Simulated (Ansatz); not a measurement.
**Ca: course of a relaxation**

Computed with DFT PBE, scalar-relativistic, plane waves, PAW (Ansatz). Settings: 420 eV cutoff, 12×12×8 k-mesh, Gaussian smearing of 0.10 eV, no spin polarisation.

What was changed: relaxed at 2 GPa.

Command:

```bash
ansatz run input.yaml --threads 1 --pin off --max-ram 1331MiB --backend cpu --events-out ev --progress --plain --runs-dir out
```

Input:

```yaml
crystal:
  lattice:
    - [1.9405846947, -3.3610083761, 0.0]
    - [1.9405846947, 3.3610083761, 0.0]
    - [0.0, 0.0, 6.3785435538]
  atoms:
    - { symbol: Ca, position: [0.8334435375, 0.1665564625, 0.25] }
    - { symbol: Ca, position: [0.1665564625, 0.8334435375, 0.75] }
basis:
  ecutwfc: 420
kpoints:
  mp_grid: { grid: [12, 12, 8] }
hamiltonian:
  xc: pbe
scf:
  occupations: { method: gaussian, width: 0.1 }
output:
  forces: true
  stress: true
  eigenvalues: true
relax:
  adjacent_minimum: "off"
  f_tol: 0.008
  max_steps: 50
  cell: { stress_tol: 0.08, p_target: 2.0 }
```

F is the free energy. Steps run on the plane waves of an earlier cell, but the last one, and at times one on the way, on a freshly chosen basis, so a repeated geometry can differ a little in energy. The relaxation lowers the enthalpy F + PV at the target pressure, so F itself can rise.

Steps:

```
step F − F(1) (eV) largest force component (eV/Å) V (Å³/atom) P (GPa)
   1         0.0000                           0.001       41.603     0.33
   2         0.0181                           0.000       39.717     1.25
   3         0.0469                           0.000       38.308     2.07
   4         0.0441                           0.000       38.418     2.00
   5         0.0444                           0.000       38.418     2.00
```

Relaxed structure:

```cif
data_structure
_symmetry_space_group_name_H-M 'P 1'
_symmetry_Int_Tables_number 1
_cell_length_a 3.7741
_cell_length_b 3.7741
_cell_length_c 6.2291
_cell_angle_alpha 90.000
_cell_angle_beta 90.000
_cell_angle_gamma 120.004
_cell_volume 76.84
loop_
_atom_site_label
_atom_site_type_symbol
_atom_site_fract_x
_atom_site_fract_y
_atom_site_fract_z
_atom_site_occupancy
Ca1 Ca 0.83336 0.16664 0.25000 1
Ca2 Ca 0.16664 0.83336 0.75000 1
```

Symmetry: P6_3/mmc, No. 194, hexagonal system. The conventional cell has a = 3.774 Å, b = 3.774 Å, c = 6.229 Å, α = 90.00°, β = 90.00°, γ = 120.00°. Ca (site symmetry -6m2) is surrounded by 12 Ca at 3.77 to 3.80 Å.

The run converged. The run took of the order of 28 core-seconds.